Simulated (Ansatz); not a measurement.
# SnS: the cost of one run

Method: DFT PBEsol, scalar-relativistic, plane waves, PAW, in Ansatz 0.2.0.

1 further run of the same task is left out (set aside as unsound or not needed).

## Step 1: The starting structure

Symmetry: Pnma, No. 62, orthorhombic system. The conventional cell has a = 11.097 Å, b = 3.984 Å, c = 4.231 Å, α = 90.00°, β = 90.00°, γ = 90.00°. Sn (site symmetry m) is surrounded by 3 S at 2.63 to 2.67 Å. S (site symmetry m) is surrounded by 3 Sn at 2.63 to 2.67 Å.

Coordinates:

```xyz
8
Lattice="11.0974 0.0000 0.0000 0.0000 3.9845 0.0000 0.0000 0.0000 4.2313" Properties=species:S:1:pos:R:3 pbc="T T T"
Sn    1.3152    0.9961    0.4693
Sn    4.2335    2.9884    2.5849
Sn    6.8640    0.9961    1.6464
Sn    9.7822    2.9884    3.7620
S     9.4695    0.9961    2.0062
S     7.1766    2.9884    4.1218
S     3.9208    0.9961    0.1094
S     1.6279    2.9884    2.2251
```

It is the result of an earlier relaxation at this level (volume 23.39 Å³/atom; gap on the mesh: 0.74 eV).

The bulk reference comes from a run made before at the same settings: -3417.8230 eV/atom.

## Step 2: Cutting the (101) slab

Miller indices refer to the conventional cell of the relaxed bulk, Pnma (No. 62): a = 11.097 Å, b = 3.984 Å, c = 4.231 Å, α = 90.00°, β = 90.00°, γ = 90.00°.

Cut from the relaxed bulk: a (101) slab, 7.0 Å thick as cut, with 15 Å of vacuum; its outer planes are S (top) and S (bottom).

The slab as cut. Its planes from the bottom up:

| plane | atoms per cell | height over the lowest (Å) |
| --- | --- | --- |
| 1 | S2 | 0.00 |
| 2 | Sn | 0.49 |
| 3 | Sn2 | 1.40 |
| 4 | Sn | 2.30 |
| 5 | S2 | 2.79 |
| 6 | S2 | 3.95 |
| 7 | Sn | 4.44 |
| 8 | Sn2 | 5.35 |
| 9 | Sn | 6.26 |
| 10 | S2 | 6.75 |

## Step 3: The slab as cut, atoms at the bulk's places

The cell repeats along c, and a dipole correction in the vacuum removes the field between the copies.

Contents of input.yaml:

```yaml
crystal:
  lattice:
    - [3.984478544, 0.0, 0.0]
    - [0.0, 11.8767121882, 0.0]
    - [0.0, 0.0, 21.9518211514]
  atoms:
    - { symbol: S, position: [0.25, 0.5678939766, 0.3416573025] }
    - { symbol: S, position: [0.25, 0.0613288043, 0.3509731689] }
    - { symbol: Sn, position: [0.25, 0.7836759335, 0.3686275012] }
    - { symbol: Sn, position: [0.25, 0.2555229062, 0.4085761622] }
    - { symbol: Sn, position: [0.75, 0.4906263388, 0.411318912] }
    - { symbol: Sn, position: [0.75, 0.9624733116, 0.451267573] }
    - { symbol: S, position: [0.75, 0.6848204408, 0.4689219053] }
    - { symbol: S, position: [0.75, 0.1782552685, 0.4782377717] }
    - { symbol: S, position: [0.25, 0.4409685991, 0.5217622283] }
    - { symbol: S, position: [0.25, 0.9344034269, 0.5310780947] }
    - { symbol: Sn, position: [0.25, 0.656750556, 0.548732427] }
    - { symbol: Sn, position: [0.25, 0.1285975288, 0.588681088] }
    - { symbol: Sn, position: [0.75, 0.3637009614, 0.5914238378] }
    - { symbol: Sn, position: [0.75, 0.8355479341, 0.6313724988] }
    - { symbol: S, position: [0.75, 0.5578950633, 0.6490268311] }
    - { symbol: S, position: [0.75, 0.0513298911, 0.6583426975] }
basis:
  ecutwfc: 420
kpoints:
  mp_grid: { grid: [7, 3, 1] }
hamiltonian:
  xc: pbesol
scf:
  occupations: { method: gaussian, width: 0.05 }
output:
  forces: true
  stress: true
  eigenvalues: true
  write_density: true
  write_potential: true
  elf: true
  volumetric_format: npy
efield:
  axis: 3
  dipole_correction: true
```

On the command line:

```bash
$ ansatz run input.yaml --threads 2 --pin off --max-ram 5120MiB --backend cpu --events-out ev --progress --plain --runs-dir out
```

What time and memory should one allow on 2 threads of Intel Xeon 6975P-C (Granite Rapids), shared host?

About 38 s, with a peak of 1.7 GiB.
